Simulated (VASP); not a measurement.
Crystal: Ta2N3.

```
Ta N
1.0
    -4.91500    4.91500    4.91500
     4.91500   -4.91500    4.91500
     4.91500    4.91500   -4.91500
Ta N
16 24
Cartesian
  4.7381 4.9150 -2.4575
  0.1769 4.9150 2.4575
  -2.4575 4.7381 4.9150
  2.4575 0.1769 4.9150
  4.9150 -2.4575 4.7381
  4.9150 2.4575 0.1769
  0.1769 0.0000 7.3725
  4.7381 0.0000 2.4575
  7.3725 0.1769 0.0000
  2.4575 4.7381 0.0000
  0.0000 7.3725 0.1769
  0.0000 2.4575 4.7381
  2.4575 2.4575 2.4575
  -2.4575 2.4575 2.4575
  2.4575 -2.4575 2.4575
  2.4575 2.4575 -2.4575
  3.7846 1.4254 3.7354
  6.0454 3.4896 3.7354
  -1.1304 3.4896 6.0946
  1.1304 1.4254 6.0946
  3.7354 3.7845 1.4254
  3.7354 6.0454 3.4896
  6.0946 -1.1304 3.4897
  6.0946 1.1304 1.4254
  1.4253 3.7354 3.7846
  3.4897 3.7354 6.0454
  3.4896 6.0946 -1.1305
  1.4254 6.0946 1.1304
  1.1304 3.4896 1.1796
  -1.1304 1.4254 1.1796
  6.0454 1.4254 -1.1796
  3.7846 3.4896 -1.1796
  1.1796 1.1304 3.4896
  1.1796 -1.1304 1.4254
  -1.1796 6.0454 1.4254
  -1.1796 3.7846 3.4896
  3.4896 1.1796 1.1304
  1.4254 1.1796 -1.1305
  1.4254 -1.1796 6.0455
  3.4896 -1.1796 3.7845
```

The cell was built by a generator and needn't be a form met in nature.

```yaml
Program: VASP 6.6.1
Task: relaxation of cell and atoms
Functional: PBEsol
Potentials_or_basis: VASP PAW PBE potentials, release 64 (Ta_pv, N)
Cutoff: 600 eV
k_mesh: 4 × 4 × 4
Occupations: gaussian, width 0.03 eV
Spin: no spin polarisation
```

At the start: pressure -5.5 GPa; volume 11.87 Å³/atom.

Question: Where does the relaxation end?

Answer: Over 20 steps the energy falls by 134.8 meV/atom and the volume is 11.51 Å³/atom (-3.1 %); space group Ia-3 (No. 206, to 0.05 Å).

The path:
| step | energy change (eV) | largest force (eV/Å) | pressure (GPa) | volume (Å³) |
| --- | --- | --- | --- | --- |
| 1 | 0.0000 | 1.7634 | -5.48 | 474.93 |
| 2 | -3.4162 | 0.9882 | 11.21 | 447.58 |
| 3 | -3.4451 | 0.9427 | 13.26 | 444.82 |
| 4 | -4.7826 | 0.8328 | 2.35 | 458.92 |
| 5 | -4.7837 | 0.8200 | 2.62 | 458.53 |
| 6 | -5.0629 | 0.3486 | -1.43 | 463.90 |
| 7 | -5.0715 | 0.2629 | -2.21 | 465.03 |
| 8 | -5.1600 | 0.3931 | -0.08 | 461.36 |
| 9 | -5.1765 | 0.4869 | 1.44 | 458.89 |
| 10 | -5.2542 | 0.4059 | 1.05 | 459.18 |
| 11 | -5.3552 | 0.1870 | 0.13 | 459.93 |
| 12 | -5.3595 | 0.1969 | -0.08 | 460.11 |
| 13 | -5.3868 | 0.0840 | 0.08 | 459.93 |
| 14 | -5.3918 | 0.0449 | 0.19 | 459.82 |
| 15 | -5.3918 | 0.0446 | 0.18 | 459.82 |
| 16 | -5.3931 | 0.0263 | -0.24 | 460.50 |
| 17 | -5.3931 | 0.0270 | -0.21 | 460.46 |
| 18 | -5.3938 | 0.0193 | 0.07 | 460.09 |
| 19 | -5.3938 | 0.0173 | 0.03 | 460.15 |
| 20 | -5.3940 | 0.0052 | 0.00 | 460.21 |

Final structure:
```
Ta N
1.0
    -4.86367    4.86367    4.86367
     4.86367   -4.86367    4.86367
     4.86367    4.86367   -4.86367
Ta N
16 24
Direct
  0.25000 0.21058 0.96058
  0.75000 0.28942 0.53942
  0.96058 0.25000 0.21058
  0.53942 0.75000 0.28942
  0.21058 0.96058 0.25000
  0.28942 0.53942 0.75000
  0.75000 0.78942 0.03942
  0.25000 0.71058 0.46058
  0.03942 0.75000 0.78942
  0.46058 0.25000 0.71058
  0.78942 0.03942 0.75000
  0.71058 0.46058 0.25000
  0.50000 0.50000 0.50000
  0.50000 0.00000 0.00000
  0.00000 0.50000 0.00000
  0.00000 0.00000 0.50000
  0.53463 0.77657 0.55154
  0.72503 0.98309 0.94846
  0.96537 0.51691 0.24194
  0.77497 0.72343 0.25806
  0.55154 0.53463 0.77657
  0.94846 0.72503 0.98309
  0.24194 0.96537 0.51691
  0.25806 0.77497 0.72343
  0.77657 0.55154 0.53463
  0.98309 0.94846 0.72503
  0.51691 0.24194 0.96537
  0.72343 0.25806 0.77497
  0.46537 0.22343 0.44846
  0.27497 0.01691 0.05154
  0.03463 0.48309 0.75806
  0.22503 0.27657 0.74194
  0.44846 0.46537 0.22343
  0.05154 0.27497 0.01691
  0.75806 0.03463 0.48309
  0.74194 0.22503 0.27657
  0.22343 0.44846 0.46537
  0.01691 0.05154 0.27497
  0.48309 0.75806 0.03463
  0.27657 0.74194 0.22503
```

Caveat: the PAW data sets were made with another functional, which shifts forces and pressure a little.
